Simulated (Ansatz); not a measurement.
## What a trial cell of Cu relaxes into

Method: DFT PBE, scalar-relativistic, plane waves, PAW (Ansatz 0.2.0). Cutoff 420 eV, Γ-centred k mesh, Gaussian smearing, no spin polarisation in the final step.

This is the end of a relaxation of cell and atoms.

```yaml
crystal:
  lattice:
    - [2.48882, 0.00000, 0.00000]
    - [-1.24441, 2.15538, 0.00000]
    - [0.00000, 0.00000, 2.42589]
  atoms:
    - { symbol: Cu, position: [0.00000, 0.00000, 0.00000] }
```

Energies count from the standard state of Cu at the same level.

(1) What space group does it have?

(2) How far above the standard state of Cu does it lie?

(3) Is it a metal?

Answers

(1) P6/mmm (No. 191). Conventional cell: a = 2.489 Å, c = 2.426 Å. Around Cu lie 8 Cu at 2.43–2.49 Å.

(2) 0.27 eV/atom.

(3) Yes, bands cross the Fermi level on the 21×21×18 mesh.

The final run used a 21×21×18 mesh on its 1-atom cell and 0.10 eV smearing. For metals, differences of a few meV/atom aren't resolved. The cell came from a trial start, so Cu may not exist in this structure.